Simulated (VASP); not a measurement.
## BaZrO3: electrostatic potential with PBE+D3(BJ)

The system is BaZrO3.

```xyz
5
Lattice="4.2107 0.0000 0.0000 0.0000 4.2107 0.0000 0.0000 0.0000 4.2107" Properties=species:S:1:pos:R:3 pbc="T T T"
Ba    0.0000    0.0000    0.0000
Zr    2.1053    2.1053    2.1053
O     2.1053    2.1053    0.0000
O     0.0000    2.1053    2.1053
O     2.1053    0.0000    2.1053
```

The cell was built by a generator and needn't be a form met in nature.

| Item | Value |
| --- | --- |
| Program | VASP 6.6.1 |
| Task | electrostatic potential |
| Functional | PBE |
| Dispersion | D3(BJ) |
| Potentials or basis | VASP PAW PBE potentials, release 64 (Ba_sv, Zr_sv, O) |
| Cutoff | 520 eV |
| k mesh | 6 × 6 × 6 |
| Occupations | gaussian, width 0.02 eV |
| Spin | no spin polarisation |
| Further INCAR settings | ALGO = Normal; EDIFF = 1e-06 |

- Pressure: 0.1 GPa
- Band gap on the k mesh: 3.16 eV, indirect (least direct gap 3.40 eV)
- Dispersion energy per atom: -0.242 eV

Levels at points of the mesh, in eV from the valence-band top:
| k point | band 17 | band 18 | band 19 | band 20 | band 21 | band 22 | band 23 | band 24 |
| --- | --- | --- | --- | --- | --- | --- | --- | --- |
| (0.00, 0.00, 0.00) | -0.96 | -0.24 | -0.24 | -0.24 | 3.16 | 3.16 | 3.16 | 4.64 |
| (0.50, 0.00, 0.00) | -1.71 | -1.64 | -0.47 | -0.47 | 3.59 | 5.62 | 5.62 | 6.38 |
| (0.50, 0.50, 0.00) | -0.93 | -0.93 | -0.82 | -0.08 | 5.59 | 5.59 | 6.38 | 6.41 |
| (0.50, 0.50, 0.50) | -2.53 | 0.00 | 0.00 | 0.00 | 5.93 | 5.93 | 5.93 | 6.88 |

Wall time 16 s on 2 MPI ranks on Intel(R) Xeon(R) Platinum 8259CL CPU @ 2.50GHz (Skylake/Cascade Lake) (shared host), peak memory 0.2 GiB a rank.

Caveat: spin-orbit coupling is left out, which moves the levels of the heavy elements. Expect the measured gap to be larger: semilocal functionals such as PBE lack the derivative discontinuity.
